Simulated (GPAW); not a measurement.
Here is a GPAW 26.7.0 calculation.

File run.py:

```python
from ase import Atoms
from ase.filters import FrechetCellFilter
from ase.io import write
from ase.optimize import BFGS
from gpaw import GPAW, PW, setup_paths

setup_paths.insert(0, '.')

atoms = Atoms(['Sn', 'Sn'],
              cell=[[-2.9401404553, 2.9401404553, 1.5993019889],
                    [2.9401404553, -2.9401404553, 1.5993019889],
                    [2.9401404553, 2.9401404553, -1.5993019889]],
              scaled_positions=[[0.0, 0.0, 0.0],
                                [0.75, 0.25, 0.5]],
              pbc=True)

calc = GPAW(mode=PW(600),
            xc='PBEsol',
            kpts={'size': (7, 7, 7), 'gamma': True},
            occupations={'name': 'fermi-dirac', 'width': 0.05},
            nbands=24,
            convergence={'density': 1e-05, 'forces': 0.0001},
            maxiter=150,
            txt='gpaw.txt')
atoms.calc = calc
opt = BFGS(FrechetCellFilter(atoms), trajectory='relax.traj', logfile='-')
done = opt.run(fmax=0.02, steps=60)
calc.write('gs.gpw')
write('result.traj', atoms)
print('Converged:', done)
print('Cell:', atoms.cell.cellpar().round(4))
print('Volume:', round(atoms.get_volume(), 4))
print(atoms.get_scaled_positions().round(5))
```

Potentials or basis: PAW data sets generated in the run's folder for this functional, pw.

Command:

```bash
$ gpaw-setup -f PBEsol Sn
$ OMP_NUM_THREADS=1 python run.py
```

**Question.** What does it give for the relaxed volume?

**Answer.** 26.70 Å³/atom.

**Question.** Predict the band gap on the k mesh.

**Answer.** None (metal or under the smearing width).

Final structure:
```
Sn
1.0
    -2.89510    2.89510    1.59306
     2.89510   -2.89510    1.59306
     2.89510    2.89510   -1.59306
Sn
2
Cartesian
  0.0000 0.0000 0.0000
  0.0000 2.8951 0.7965
```

Caveat: later steps reuse the first step's grids.
